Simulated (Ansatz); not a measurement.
Zone-centre phonons of Al2Ru at 2 GPa: input and output

The calculation used Ansatz 0.2.0, DFT PBEsol, scalar-relativistic, plane waves, PAW.

Launched with:
```bash
ansatz run input.yaml --threads 2 --pin off --max-ram 7168MiB --backend cpu --events-out ev --progress --plain --runs-dir out
```

Input (bare energies are in eV):
```yaml
crystal:
  lattice:
    - [0.0, 3.9711077691, 4.3716012164]
    - [2.342161644, 0.0, 4.3716012164]
    - [2.342161644, 3.9711077691, 0.0]
  atoms:
    - { symbol: Al, position: [0.0790806632, 0.4209193368, 0.0790806632] }
    - { symbol: Al, position: [0.4209193368, 0.0790806632, 0.4209193368] }
    - { symbol: Al, position: [0.1709193368, 0.8290806632, 0.1709193368] }
    - { symbol: Al, position: [0.8290806632, 0.1709193368, 0.8290806632] }
    - { symbol: Ru, position: [0.75, 0.75, 0.75] }
    - { symbol: Ru, position: [0.5, 0.5, 0.5] }
basis:
  ecutwfc: 420
kpoints:
  mp_grid: { grid: [10, 10, 10] }
hamiltonian:
  xc: pbesol
scf:
  occupations: { method: gaussian, width: 0.01 }
output:
  eigenvalues: true
phonons:
  method: dfpt
  eigenvectors: true
```

Results section of the output:
```
--- Phonons (Γ-DFPT): 6 representative perturbations + reference, on 282 of 1000 k-points (Σ response iterations 21) ---
  k mesh reduced under 2 symmetry operations, with k and −k counted as one. Each operation leaves every solved displacement unchanged or reverses it
  ASR residual: 2.239e-5 → 0.000e0 eV/Å²; symmetrization residual: 7.024e-6 eV/Å²
  ASR residual per site (eV/Å²): 9.90e-6 9.90e-6 9.90e-6 9.90e-6 2.24e-5 2.24e-5
  Γ frequencies (cm⁻¹): 0.00 0.00 0.00 135.60 184.49 209.07 227.54 247.37 248.75 250.13 271.00 303.88 354.57 360.49 386.81 397.71 419.58 476.65
  non-analytic LO–TO correction: not included (Born effective charges unavailable; polar crystals: no LO–TO splitting at Γ)
```

The run took 2.6 min on 2 threads of Intel(R) Xeon(R) Platinum 8488C (Sapphire Rapids) (shared host), peak memory 2.2 GiB.